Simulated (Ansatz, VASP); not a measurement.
## GaN in VASP and in Ansatz

File INCAR:

```
ALGO = Normal
EDIFF = 1E-7
ENCUT = 520
GGA = PE
ISIF = 2
ISMEAR = 0
LASPH = T
LCHARG = F
LREAL = Auto
LWAVE = F
NBANDS = 166
NELM = 60
PREC = Accurate
SIGMA = 0.01
```

Contents of KPOINTS:

```
k-points
0
Gamma
  1 1 1
```

The input POSCAR:

```
GaN
1.0
   -4.5484769755      4.5484769755      4.5484769755
    4.5484769755     -4.5484769755      4.5484769755
    4.5484769755      4.5484769755     -4.5484769755
Ga N
16 16
Direct
    0.5000000000      0.0000000000      0.5000000000
    0.5000000000      0.2500000000      0.2500000000
    0.5000000000      0.5000000000      0.0000000000
    0.7500000000      0.7500000000      0.5000000000
    0.5000000000      0.7500000000      0.7500000000
    0.7500000000      0.0000000000      0.2500000000
    0.7500000000      0.2500000000      0.0000000000
    0.0000000000      0.5000000000      0.5000000000
    0.7500000000      0.5000000000      0.7500000000
    0.0000000000      0.7500000000      0.2500000000
    0.0000000000      0.0000000000      0.0000000000
    0.2500000000      0.2500000000      0.5000000000
    0.0000000000      0.2500000000      0.7500000000
    0.2500000000      0.5000000000      0.2500000000
    0.2500000000      0.7500000000      0.0000000000
    0.2500000000      0.0000000000      0.7500000000
    0.7500000000      0.0000000000      0.5000000000
    0.7500000000      0.2500000000      0.2500000000
    0.7500000000      0.5000000000      0.0000000000
    0.0000000000      0.7500000000      0.5000000000
    0.7500000000      0.7500000000      0.7500000000
    0.0000000000      0.0000000000      0.2500000000
    0.0000000000      0.2500000000      0.0000000000
    0.2500000000      0.5000000000      0.5000000000
    0.0000000000      0.5000000000      0.7500000000
    0.2500000000      0.7500000000      0.2500000000
    0.2500000000      0.0000000000      0.0000000000
    0.5000000000      0.2500000000      0.5000000000
    0.2500000000      0.2500000000      0.7500000000
    0.5000000000      0.5000000000      0.2500000000
    0.5000000000      0.7500000000      0.0000000000
    0.5000000000      0.0000000000      0.7500000000
```

Input for Ansatz:

```yaml
crystal:
  lattice:
    - [-4.5484769755, 4.5484769755, 4.5484769755]
    - [4.5484769755, -4.5484769755, 4.5484769755]
    - [4.5484769755, 4.5484769755, -4.5484769755]
  atoms:
    - { symbol: Ga, position: [0.5, 0.0, 0.5] }
    - { symbol: Ga, position: [0.5, 0.25, 0.25] }
    - { symbol: Ga, position: [0.5, 0.5, 0.0] }
    - { symbol: Ga, position: [0.75, 0.75, 0.5] }
    - { symbol: Ga, position: [0.5, 0.75, 0.75] }
    - { symbol: Ga, position: [0.75, 0.0, 0.25] }
    - { symbol: Ga, position: [0.75, 0.25, 0.0] }
    - { symbol: Ga, position: [0.0, 0.5, 0.5] }
    - { symbol: Ga, position: [0.75, 0.5, 0.75] }
    - { symbol: Ga, position: [0.0, 0.75, 0.25] }
    - { symbol: Ga, position: [0.0, 0.0, 0.0] }
    - { symbol: Ga, position: [0.25, 0.25, 0.5] }
    - { symbol: Ga, position: [0.0, 0.25, 0.75] }
    - { symbol: Ga, position: [0.25, 0.5, 0.25] }
    - { symbol: Ga, position: [0.25, 0.75, 0.0] }
    - { symbol: Ga, position: [0.25, 0.0, 0.75] }
    - { symbol: "N", position: [0.75, 0.0, 0.5] }
    - { symbol: "N", position: [0.75, 0.25, 0.25] }
    - { symbol: "N", position: [0.75, 0.5, 0.0] }
    - { symbol: "N", position: [0.0, 0.75, 0.5] }
    - { symbol: "N", position: [0.75, 0.75, 0.75] }
    - { symbol: "N", position: [0.0, 0.0, 0.25] }
    - { symbol: "N", position: [0.0, 0.25, 0.0] }
    - { symbol: "N", position: [0.25, 0.5, 0.5] }
    - { symbol: "N", position: [0.0, 0.5, 0.75] }
    - { symbol: "N", position: [0.25, 0.75, 0.25] }
    - { symbol: "N", position: [0.25, 0.0, 0.0] }
    - { symbol: "N", position: [0.5, 0.25, 0.5] }
    - { symbol: "N", position: [0.25, 0.25, 0.75] }
    - { symbol: "N", position: [0.5, 0.5, 0.25] }
    - { symbol: "N", position: [0.5, 0.75, 0.0] }
    - { symbol: "N", position: [0.5, 0.0, 0.75] }
basis:
  ecutwfc: 420
  xc_grid: 2
kpoints:
  mp_grid: { grid: [1, 1, 1], shift: [0.0, 0.0, 0.0] }
hamiltonian:
  xc: pbe
scf:
  occupations: { method: gaussian, width: 0.01 }
output:
  forces: true
  stress: true
  eigenvalues: true
```

Alike in both runs: task single point; functional PBE; k mesh 1 × 1 × 1; occupations gaussian, width 0.01 eV; no spin polarisation.

|  | VASP | Ansatz |
| --- | --- | --- |
| version | VASP 6.6.1 | Ansatz 0.2.0 |
| potentials or method | VASP PAW PBE potentials, release 64 (Ga_d, N) | scalar-relativistic, plane waves, PAW |
| plane-wave cutoff (eV) | 520 | 420 |
| valence electrons in the cell | 288 | 288 |

|  | VASP | Ansatz | Ansatz less VASP |
| --- | --- | --- | --- |
| gap on the k mesh at the Fermi level (eV) | 1.51 | 1.51 | -0.006 |
| least direct gap on the mesh (eV) | 1.51 | 1.51 | -0.006 |
| pressure (GPa) | -0.2 | -0.2 | -0.05 |

Caveats: the k mesh is coarse (spacing up to 0.98 Å⁻¹), so the values aren't converged; an odd mesh through Γ misses points on the zone boundary, where band edges often lie.
